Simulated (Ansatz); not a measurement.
## C under changes of volume

One of the cells (5.672 Å³/atom); the others are scaled copies at fixed shape and fractional positions:

```
C
1.0
     2.52210    0.00000    0.00000
    -1.26105    2.18420    0.00000
     0.00000    0.00000    8.23710
C
8
Direct
  0.66667 0.33333 0.84375
  0.33333 0.66667 0.34375
  0.66667 0.33333 0.65625
  0.33333 0.66667 0.15625
  0.00000 0.00000 0.90625
  0.00000 0.00000 0.40625
  0.00000 0.00000 0.59375
  0.00000 0.00000 0.09375
```

This is a hexagonal form of diamond, not graphite.

```yaml
Program: Ansatz 0.2.0
Functional: rPW86-PBE
Potentials_or_basis: Ansatz PAW
Cutoff: "420 eV (not typed: the program's choice for these potentials)"
k_mesh: 12 × 12 × 4
Occupations: fermi-dirac, width 0.05 eV
Spin: no spin polarisation
```

| volume (Å³/atom) | energy over the lowest point (meV/atom) | pressure (GPa) | gap on the mesh (eV) | largest force (eV/Å) |
| --- | --- | --- | --- | --- |
| 5.332 | ? | ? | ? | ? |
| 5.445 | 30.30 | 29.1 | 4.82 | 0.367 |
| 5.559 | 13.39 | 18.7 | 4.76 | 0.353 |
| 5.672 | 3.51 | 9.3 | 4.71 | 0.341 |
| 5.785 | 0.00 | 0.7 | 4.65 | 0.328 |
| 5.899 | 2.29 | -7.1 | 4.60 | 0.316 |
| 6.012 | 9.85 | -14.2 | 4.55 | 0.305 |

What does the run at 5.332 Å³/atom give?

Energy over the lowest point 54.82 meV/atom; pressure 40.4 GPa; gap on the mesh 4.87 eV; largest force 0.381 eV/Å.

Worked out: A Birch-Murnaghan fit of order 3 (a polynomial in V^(-2/3)) to the other rows has its minimum at 5.80 Å³/atom with B0 = V·E''(V) = 416 GPa and B' = 3.6 at fixed shape and positions, which overstates the stiffness. It gives 54.68 meV/atom at 5.332 Å³/atom, against the run's 54.82, and -dE/dV = 40.3 GPa, against 40.4. A straight line through the other rows of the gap, of slope -2.73 eV per unit of ln V, extrapolates to 4.88 eV, against the run's 4.87.

Energies are extrapolated to zero smearing.

Caveats: the PAW data sets come from PBE, with cores solved anew for the run's functional, which leaves a small shift of forces and pressure.

A mesh can miss the band edges.
